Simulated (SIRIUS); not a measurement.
Wanted: an ASE script for a SIRIUS 7.10.0 run.

```yaml
Task: relaxation of cell and atoms
Functional: PBEsol
Potentials_or_basis: PseudoDojo 0.4.1 PBE standard (scalar relativistic)
Cutoff: 915 eV
Density_cutoff: 3659 eV
k_mesh: 4 × 4 × 2
Occupations: fermi-dirac, width 0.05 eV
Spin: no spin polarisation
Libxc_names: "[\"XC_GGA_X_PBE_SOL\", \"XC_GGA_C_PBE_SOL\"]"
Energy_tol: 1e-08 Ha
Density_tol: 1e-06
Mixer: anderson
Mixing_beta: 0.7
Max_scf: 100
Radial_cutoff_for_the_potentials'_integrals: 6.5 bohr
Optimizer: BFGS
Fmax: 0.02 eV/Å
Max_steps: 30
Target_pressure: 0 GPa
```

The structure of Zr lies in Zr.xyz:

```xyz
2
Lattice="3.2320000000 0.0000000000 0.0000000000 -1.6160000000 2.7989941050 0.0000000000 0.0000000000 0.0000000000 5.1470000000" Properties=species:S:1:pos:R:3 pbc="T T T"
Zr     1.6160000002      0.9329980349      3.8602500000
Zr    -0.0000000002      1.8659960701      1.2867500000
```

These files were run (other wordings do the same):

run.py

```python
import json, subprocess
import numpy as np
from ase import Atoms
from ase.io import read
from ase.calculators.calculator import Calculator, all_changes
from ase.units import Bohr, Hartree, GPa
from ase.optimize import BFGS
from ase.filters import FrechetCellFilter

class Sirius(Calculator):
    """Writes sirius.json, runs sirius.scf and reads out.json."""
    implemented_properties = ["energy", "free_energy", "forces", "stress", "magmom"]

    def __init__(self, config, files):
        super().__init__()
        self.config, self.files, self.calls = config, files, 0

    def calculate(self, atoms=None, properties=["energy"], system_changes=all_changes):
        super().calculate(atoms, properties, system_changes)
        symbols = atoms.get_chemical_symbols()
        types = list(dict.fromkeys(symbols))
        order = [i for t in types for i, s in enumerate(symbols) if s == t]
        frac = atoms.get_scaled_positions(wrap=False)
        m = atoms.get_initial_magnetic_moments()
        m = m if m.ndim == 2 else np.c_[0 * m, 0 * m, m]
        spin = self.config["parameters"]["num_mag_dims"] > 0
        rows = {t: [list(frac[i]) + (list(m[i]) if spin else []) for i in order if symbols[i] == t] for t in types}
        cell = {"lattice_vectors": (atoms.cell[:] / Bohr).tolist(), "atom_types": types, "atom_files": self.files, "atoms": rows}
        json.dump({**self.config, "unit_cell": cell}, open("sirius.json", "w"), indent=1)
        self.calls += 1
        with open(f"sirius_{self.calls:03d}.out", "w") as log:
            subprocess.run(["sirius.scf", "--input=sirius.json", "--output=out.json"], stdout=log, stderr=subprocess.STDOUT, check=True)
        gs = json.load(open("out.json"))["ground_state"]
        if not gs["converged"]:
            raise RuntimeError("SCF did not converge")
        self.results = {"energy": gs["energy"]["free"] * Hartree, "free_energy": gs["energy"]["free"] * Hartree}
        if "forces" in gs:
            f = np.zeros((len(atoms), 3))
            f[order] = np.array(gs["forces"]) * Hartree / Bohr
            self.results["forces"] = f
        if "stress" in gs:
            s = np.array(gs["stress"]) * Hartree / Bohr**3
            self.results["stress"] = s.flat[[0, 4, 8, 5, 2, 1]]
        if spin:
            self.results["magmom"] = gs["magnetisation"]["total"][2]

atoms = read("Zr.xyz")

config = {
    "control": {
        "processing_unit": 'cpu',
        "verbosity": 1,
        "print_forces": True,
        "print_stress": True,
    },
    "parameters": {
        "electronic_structure_method": 'pseudopotential',
        "xc_functionals": ['XC_GGA_X_PBE_SOL', 'XC_GGA_C_PBE_SOL'],
        "gk_cutoff": 8.2,
        "pw_cutoff": 16.4,
        "ngridk": [4, 4, 2],
        "shiftk": [0, 0, 0],
        "smearing": 'fermi_dirac',
        "smearing_width": 0.0018374661,
        "num_bands": 20,
        "num_mag_dims": 0,
        "num_dft_iter": 100,
        "energy_tol": 1e-08,
        "density_tol": 1e-06,
    },
    "iterative_solver": {
        "type": 'davidson',
        "min_tolerance": 1e-09,
        "tolerance_scale": [0.1, 0.25],
    },
    "mixer": {
        "type": 'anderson',
        "beta": 0.7,
        "max_history": 8,
    },
    "settings": {
        "tol_ne": 1e-10,
        "pseudo_grid_cutoff": 6.5,
    },
}
dft = Sirius(config, {'Zr': 'Zr.json'})
atoms.calc = dft
results = {"symbols": atoms.get_chemical_symbols(), "cell": atoms.cell[:].tolist(), "frac": atoms.get_scaled_positions(wrap=False).tolist(), "steps": []}

def note():
    results["steps"].append({"energy": atoms.get_potential_energy(), "cell": atoms.cell[:].tolist(), "positions": atoms.positions.tolist(),
                             "forces": atoms.get_forces().tolist(), "stress": atoms.get_stress().tolist()})
    json.dump(results, open("results.json", "w"))

opt = BFGS(FrechetCellFilter(atoms, scalar_pressure=0.0 * GPa))
opt.attach(note)
results["converged"] = bool(opt.run(fmax=0.02, steps=30))
print("converged:", results["converged"])
print("cell parameters:", atoms.cell.cellpar().round(5))
print("volume per atom (A^3):", round(atoms.get_volume() / len(atoms), 4))
print(atoms.get_scaled_positions().round(6))
json.dump(results, open("results.json", "w"))
```

Potentials or basis: PseudoDojo 0.4.1 PBE standard (scalar relativistic).

The run is started by

```console
$ upf_to_json Zr.upf
$ OMP_NUM_THREADS=1 python run.py
```

Results of the run:

```json
{
  "Relaxed volume": "22.68 Å³/atom",
  "Relaxed cell": "a = 3.217 Å, b = 3.217 Å, c = 5.061 Å, α = 90.00°, β = 90.00°, γ = 120.00°",
  "Space group after relaxing (to 0.05 Å)": "P6_3/mmc (No. 194)",
  "Energy gained by relaxing": "6.0 meV/atom",
  "Ionic steps": "5",
  "Pressure after relaxing": "0.0 GPa",
  "Band gap on the k mesh": "none (metal or under the smearing width)"
}
```

Caveat: the k mesh is coarse (spacing up to 0.61 Å⁻¹), so the values aren't converged; the potentials were made for another functional, which shifts forces and pressure.

Run time: 49 s on 1 thread of Arm Neoverse V2, on a shared host, peak memory 0.22 GiB.
